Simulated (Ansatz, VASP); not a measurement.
Ta in VASP and in Ansatz

```xyz
4
Lattice="2.8976 0.0000 0.0000 -1.4488 2.5094 0.0000 0.0000 0.0000 9.9975" Properties=species:S:1:pos:R:3 pbc="T T T"
Ta   -1.4488    2.5094    9.9975
Ta    1.4488    2.5094    4.9988
Ta    0.0000    1.6729    2.4994
Ta    1.4488    0.8365    7.4981
```

Alike in both runs: functional PBEsol; k mesh 12 × 12 × 4; occupations fermi-dirac, width 0.1 eV; no spin polarisation.

Ansatz relaxed the structure, and its values are those at the end. VASP's run is a single point on that final structure, the one shown.

```csv
,VASP,Ansatz
version,VASP 6.6.1,Ansatz 0.2.0
potentials or method,"VASP PAW PBE potentials, release 64 (Ta_pv)","plane waves (420 eV) with PAW, scalar-relativistic"
plane-wave cutoff (eV),520,420
valence electrons in the cell,44,52
```

VASP gave:

- pressure (GPa): 0.1

Question: Estimate Ansatz's values.

Answer: Pressure (GPa): 0.0.

With one functional, cell and mesh, what is left measures potentials, basis and numerics. The two sets of potentials don't hold the same shells in valence. Ansatz warned: «pseudo_functional_mismatch».

Caveats: the PAW data sets were made with another functional, which shifts forces and pressure a little (VASP). The runs have no spin-orbit coupling, so splittings on Ta are missing.
